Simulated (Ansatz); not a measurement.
ZrS2:

```
Zr S
1.0
     3.69138    0.00000    0.00000
    -1.84569    3.19683    0.00000
     0.00000    0.00000    6.04108
Zr S
1 2
Direct
  0.00000 0.00000 0.00000
  0.33333 0.66667 0.23791
  0.66667 0.33333 0.76209
```

The cell is a database's computed one.

Base run:

* Program: Ansatz 0.2.0
* Functional: PBEsol
* Potentials or basis: all-electron LAPW, scalar-relativistic
* Cutoff: 201 eV (chosen from the basis error)
* Basis error allowed: 0.002 eV/atom
* k mesh: 8 × 8 × 5
* Occupations: fermi-dirac, width 0.05 eV
* Spin: no spin polarisation
* Hubbard terms: Zr d U = 6 eV

Its results: band gap on the k mesh 2.06 eV, indirect (least direct gap 2.66 eV); pressure 3.2 GPa; largest force 0.231 eV/Å.

The run is repeated on the same cell with these changes: hubbard terms from Zr d U = 6 eV to Zr d U = 8 eV. What comes out?

Band gap on the k mesh 2.61 eV, indirect (least direct gap 3.21 eV); pressure 5.4 GPa; largest force 0.394 eV/Å.

Caveats: U is the effective U less J, on atomic orbitals that reach past the spheres; an odd mesh through Γ misses points on the zone boundary, where band edges often lie; this functional lacks dispersion, which binds the layers, so the pressure and a relaxed spacing across them are unreliable.
